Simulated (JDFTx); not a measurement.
# Si2W (I4/mmm) in JDFTx: reference runs

Aim: a first look at Si2W with PBE, on the cell as given.

Everything below comes from runs of JDFTx 1.7.0 (patched build). Logs are shortened: lines on timing, memory, paths and dates and some standing lists are left out, and cuts for length are marked. The log counts tension as positive stress, the text compression.

## (1) The crystal as given

The structure is tetragonal, space group I4/mmm (No. 139). Conventional cell: a = 3.214 Å, b = 3.214 Å, c = 7.830 Å, α = 90.00°, β = 90.00°, γ = 90.00°. W (site symmetry 4/mmm) is surrounded by 10 Si at 2.62 Å. Around Si (site symmetry 4mm) lie 5 Si at 2.59 to 2.63 Å and 5 W at 2.62 Å.

## (2) Single point, PBE

File Si2W.in:

```
lattice \
   -3.0366009097     3.0366009097     3.0366009097 \
    3.0366009097    -3.0366009097     3.0366009097 \
    7.3981832916     7.3981832916    -7.3981832916
coords-type Lattice
ion W      0.0000000000     0.0000000000     0.0000000000 1
ion Si     0.6653000000     0.6653000000     0.0000000000 1
ion Si     0.3347000000     0.3347000000     0.0000000000 1

ion-species pseudo/W.upf
ion-species pseudo/Si.upf
elec-cutoff 37 296
elec-ex-corr gga-PBE
kpoint-folding 12 12 12
elec-smearing Fermi 0.0018374661
elec-n-bands 17
electronic-SCF nIterations 100 energyDiffThreshold 1e-09
electronic-minimize nIterations 30 energyDiffThreshold 1e-7
converge-empty-states yes
forces-output-coords Cartesian

dump-name run.$VAR
dump End Ecomponents EigStats BandEigs Kpoints Forces Stress
```

Potentials or basis: PseudoDojo-SR-PBE-0.5-standard.

Run with:

```sh
jdftx -c 1 -i Si2W.in -o Si2W.out
```

The log of the run:

```text
*************** JDFTx 1.7.0 (patched build) ***************

Input parsed successfully to the following command list (including defaults):
[... the input with its defaults ...]

---------- Setting up symmetries ----------

Non-trivial transmission matrix:
[   1   0   0  ]
[   0   1   0  ]
[   1   1   1  ]
with reduced lattice vectors:
[      0.000000      6.073202      3.036601  ]
[      6.073202      0.000000      3.036601  ]
[      0.000000      0.000000     -7.398183  ]

Found 16 point-group symmetries of the bravais lattice
Found 16 space-group symmetries with basis
Applied RMS atom displacement 0 bohrs to make symmetries exact.

---------- Initializing the Grid ----------
R =
[      -3.0366       3.0366       3.0366  ]
[       3.0366      -3.0366       3.0366  ]
[      7.39818      7.39818     -7.39818  ]
unit cell volume = 272.873
G =
[ -3.2612e-18    1.03458   0.424644  ]
[    1.03458 -3.2612e-18   0.424644  ]
[    1.03458    1.03458 1.42395e-17  ]
Minimum fftbox size, Smin = [  68  68  68  ]
Chosen fftbox size, S = [  70  70  70  ]

---------- Initializing tighter grid for wavefunction operations ----------
R =
[      -3.0366       3.0366       3.0366  ]
[       3.0366      -3.0366       3.0366  ]
[      7.39818      7.39818     -7.39818  ]
unit cell volume = 272.873
G =
[ -3.2612e-18    1.03458   0.424644  ]
[    1.03458 -3.2612e-18   0.424644  ]
[    1.03458    1.03458 1.42395e-17  ]
Minimum fftbox size, Smin = [  48  48  48  ]
Chosen fftbox size, S = [  48  48  48  ]

---------- Exchange Correlation functional ----------
Initalized PBE GGA exchange.
Initalized PBE GGA correlation.

---------- Setting up pseudopotentials ----------
Width of ionic core gaussian charges (only for fluid interactions / plotting) set to 0

Reading pseudopotential file 'pseudo/W.upf':
  'W' pseudopotential, 'PBE' functional
  Generated using ONCVPSP code by D. R. Hamann
  14 valence electrons, 4 orbitals, 8 projectors, 1001 radial grid points, with lMax = 3
    5S    l: 0   occupation:  2.0   eigenvalue: -2.905892
    5P    l: 1   occupation:  6.0   eigenvalue: -1.587650
    5D    l: 2   occupation:  4.0   eigenvalue: -0.164649
    6S    l: 0   occupation:  2.0   eigenvalue: -0.209951
  Core radius for overlap checks: 2.00 bohrs.

Reading pseudopotential file 'pseudo/Si.upf':
  'Si' pseudopotential, 'PBE' functional
  Generated using ONCVPSP code by D. R. Hamann
  4 valence electrons, 2 orbitals, 6 projectors, 1001 radial grid points, with lMax = 2
    3S    l: 0   occupation:  2.0   eigenvalue: -0.397365
    3P    l: 1   occupation:  2.0   eigenvalue: -0.149981
  Core radius for overlap checks: 1.86 bohrs.

Initialized 2 species with 3 total atoms.

Folded 1 k-points by 12x12x12 to 1728 k-points.

---------- Setting up k-points, bands, fillings ----------
Reduced to 163 k-points under symmetry.
Computing the number of bands and number of electrons
Calculating initial fillings.
nElectrons:  22.000000   nBands: 17   nStates: 163

----- Setting up reduced wavefunction bases (one per k-point) -----
average nbasis = 2933.259 , ideal nbasis = 2933.304

---------- Setting up ewald sum ----------
Optimum gaussian width for ewald sums = 2.202084 bohr.
Real space sum over 1573 unit cells with max indices [  5  5  6  ]
Reciprocal space sum over 3375 terms with max indices [  7  7  7  ]

---------- Allocating electronic variables ----------
Initializing wave functions:  linear combination of atomic orbitals
W pseudo-atom occupations:   s ( 2 2 )  p ( 6 )  d ( 4 )
Si pseudo-atom occupations:   s ( 2 )  p ( 2 )
	FillingsUpdate:  mu: +0.672041595  nElectrons: 22.000000
LCAOMinimize: Iter:   0  F: -76.8070436135990491  |grad|_K:  9.904e-04  alpha:  1.000e+00
	FillingsUpdate:  mu: +0.649164412  nElectrons: 22.000000
LCAOMinimize: Iter:   1  F: -76.8150818906049864  |grad|_K:  5.236e-05  alpha:  2.778e-01  linmin: -4.443e-02  cgtest:  1.179e-01
LCAOMinimize: Encountered beta<0, resetting CG.
	FillingsUpdate:  mu: +0.648813441  nElectrons: 22.000000
LCAOMinimize: Iter:   2  F: -76.8151420412977330  |grad|_K:  6.083e-06  alpha:  7.541e-01  linmin:  7.295e-02  cgtest: -1.779e-01
	FillingsUpdate:  mu: +0.648994158  nElectrons: 22.000000
LCAOMinimize: Iter:   3  F: -76.8151424429974270  |grad|_K:  2.959e-06  alpha:  3.900e-01  linmin: -6.951e-05  cgtest:  1.144e-01
	FillingsUpdate:  mu: +0.648943697  nElectrons: 22.000000
LCAOMinimize: Iter:   4  F: -76.8151425981140079  |grad|_K:  3.714e-07  alpha:  6.020e-01  linmin: -7.191e-04  cgtest: -8.910e-02
LCAOMinimize: Converged (|Delta F|<1.000000e-06 for 2 iters).

-------- Electronic minimization -----------
Will mix electronic density at each iteration.
	FillingsUpdate:  mu: +0.648943697  nElectrons: 22.000000
	FillingsUpdate:  mu: +0.627581153  nElectrons: 22.000000
SCF: Cycle:  0   F: -76.965388649881987   dF: -1.502e-01   |Residual|: 1.006e-01   |deigs|: 3.314e-02
	FillingsUpdate:  mu: +0.615937979  nElectrons: 22.000000
SCF: Cycle:  1   F: -76.978540757421328   dF: -1.315e-02   |Residual|: 3.931e-02   |deigs|: 2.106e-02
	FillingsUpdate:  mu: +0.615918715  nElectrons: 22.000000
SCF: Cycle:  2   F: -76.979406462073428   dF: -8.657e-04   |Residual|: 1.758e-02   |deigs|: 2.078e-03
	FillingsUpdate:  mu: +0.615240449  nElectrons: 22.000000
SCF: Cycle:  3   F: -76.979506039684651   dF: -9.958e-05   |Residual|: 2.800e-03   |deigs|: 1.751e-03
	FillingsUpdate:  mu: +0.615178569  nElectrons: 22.000000
SCF: Cycle:  4   F: -76.979511580095803   dF: -5.540e-06   |Residual|: 3.698e-04   |deigs|: 5.388e-04
	FillingsUpdate:  mu: +0.615192057  nElectrons: 22.000000
SCF: Cycle:  5   F: -76.979512462748190   dF: -8.827e-07   |Residual|: 1.181e-04   |deigs|: 2.298e-04
	FillingsUpdate:  mu: +0.615197355  nElectrons: 22.000000
SCF: Cycle:  6   F: -76.979512790385684   dF: -3.276e-07   |Residual|: 3.204e-05   |deigs|: 3.751e-04
	FillingsUpdate:  mu: +0.615196939  nElectrons: 22.000000
SCF: Cycle:  7   F: -76.979512890058430   dF: -9.967e-08   |Residual|: 2.127e-05   |deigs|: 1.922e-04
	FillingsUpdate:  mu: +0.615199668  nElectrons: 22.000000
SCF: Cycle:  8   F: -76.979512927374785   dF: -3.732e-08   |Residual|: 6.735e-06   |deigs|: 1.211e-04
	FillingsUpdate:  mu: +0.615199258  nElectrons: 22.000000
SCF: Cycle:  9   F: -76.979512939623220   dF: -1.225e-08   |Residual|: 2.091e-06   |deigs|: 8.492e-05
	FillingsUpdate:  mu: +0.615199167  nElectrons: 22.000000
SCF: Cycle: 10   F: -76.979512944450107   dF: -4.827e-09   |Residual|: 4.394e-06   |deigs|: 1.302e-04
	FillingsUpdate:  mu: +0.615199845  nElectrons: 22.000000
SCF: Cycle: 11   F: -76.979512945955292   dF: -1.505e-09   |Residual|: 2.190e-06   |deigs|: 6.447e-05
	FillingsUpdate:  mu: +0.615199531  nElectrons: 22.000000
SCF: Cycle: 12   F: -76.979512946596259   dF: -6.410e-10   |Residual|: 2.154e-06   |deigs|: 5.699e-05
	FillingsUpdate:  mu: +0.615199328  nElectrons: 22.000000
SCF: Cycle: 13   F: -76.979512946763833   dF: -1.676e-10   |Residual|: 5.465e-06   |deigs|: 3.821e-05
SCF: Converged (|Delta E|<1.000000e-09 for 2 iters).

Setting wave functions to eigenvectors of Hamiltonian
Converging empty states (this may take a while): |deigs|: 4.478e-04

# Stress tensor in Cartesian coordinates [Eh/a0^3]:
[ -0.000106762            0            0  ]
[            0 -0.000106762            0  ]
[            0            0 -0.000126259  ]

# Ionic positions in lattice coordinates:
ion W   0.000000000000000   0.000000000000000   0.000000000000000 1
ion Si   0.665300000000000   0.665300000000000   0.000000000000000 1
ion Si   0.334700000000000   0.334700000000000   0.000000000000000 1

# Forces in Cartesian coordinates:
force W   0.000000000000000  -0.000000000000000  -0.000000000000000 1
force Si   0.000000000000000   0.000000000000000   0.001513615953185 1
force Si   0.000000000000000   0.000000000000000  -0.001513615953185 1

# Energy components:
   Eewald =      -62.6385811287967655
       EH =       13.7742327478617899
     Eloc =      -53.0602304285658022
      Enl =       13.6401400519884781
      Exc =      -19.8549956291168712
 Exc_core =        7.3729315684027359
       KE =       23.7870613983153447
-------------------------------------
     Etot =      -76.9794414199110975
       TS =        0.0000715268527332
-------------------------------------
        F =      -76.9795129467638333

IonicMinimize: Iter:   0  F: -76.979512946763833  |grad|_K:  7.135e-04
IonicMinimize: None of the convergence criteria satisfied after 0 iterations.

#--- Lowdin population analysis ---
# oxidation-state W +0.046
# oxidation-state Si +0.089 +0.089

Dumping 'run.eigStats' ...
	eMin: -2.100289 at state 0 ( [ +0.000000 +0.000000 +0.000000 ] spin 0 )
	HOMO: +0.613211 at state 150 ( [ +0.333333 +0.416667 -0.416667 ] spin 0 )
	mu  : +0.615201
	LUMO: +0.615749 at state 152 ( [ +0.333333 +0.500000 -0.416667 ] spin 0 )
	eMax: +0.914713 at state 158 ( [ +0.416667 +0.416667 -0.416667 ] spin 0 )
	HOMO-LUMO gap: +0.002538
	Optical gap  : +0.015279 at state 152 ( [ +0.333333 +0.500000 -0.416667 ] spin 0 )
Done!
```

Run time: 13 min. Hardware: 1 thread of Arm Neoverse V1, shared host; peak memory 0.7 GiB.

Results:

```yaml
Free_energy: -2094.7193 eV
Pressure: 3.3 GPa
Largest_force: 0.078 eV/Å
Band_gap_on_the_k_mesh: none (metal or under the smearing width)
```

Forces in eV/Å, atoms in the order of the input:
```
W    0.000  0.000  0.000
Si   0.000  0.000  0.078
Si   0.000  0.000 -0.078
```

Stress tensor (GPa, compression positive):
```
3.14 0.00 0.00
0.00 3.14 0.00
0.00 0.00 3.71
```
